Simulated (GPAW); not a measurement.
The system is CuI (Marshite).

```
I Cu
1.0
     0.00000    3.03150    3.03150
     3.03150    0.00000    3.03150
     3.03150    3.03150    0.00000
I Cu
1 1
Direct
  0.00000 0.00000 0.00000
  0.75000 0.75000 0.75000
```

- Program: GPAW 26.7.0
- Task: relaxation of cell and atoms
- Functional: revPBE
- Dispersion: D3(BJ)
- Potentials or basis: the program's PAW data sets (release 1.2.1) made for this functional
- Cutoff: 600 eV
- Basis: pw
- k mesh: 8 × 8 × 8
- Occupations: fermi-dirac, width 0.05 eV
- Spin: no spin polarisation

At the start: pressure -2.0 GPa; volume 27.86 Å³/atom.

How do energy, volume and symmetry change on relaxing?

Over 4 steps the energy falls by 7.6 meV/atom and the volume is 26.60 Å³/atom (-4.5 %); space group F-43m (No. 216, to 0.05 Å).

The path:
```csv
step,energy change (eV),largest force (eV/Å),pressure (GPa),volume (Å³)
1,0.0000,0.0000,-1.95,55.72
2,-0.0045,0.0000,-1.68,55.32
3,-0.0150,0.0000,0.16,53.02
4,-0.0152,0.0000,-0.01,53.21
```

Final structure:
```
CELL_PARAMETERS angstrom
0.00000 2.98528 2.98528
2.98528 0.00000 2.98528
2.98528 2.98528 0.00000
ATOMIC_POSITIONS crystal
I 0.00000 0.00000 0.00000
Cu 0.75000 0.75000 0.75000
```

Caveat: with this Cu data set, volumes or pressures lay over 1.5 % or 2 GPa off other programs in two to four cells of ten; later steps reuse the first step's grids.
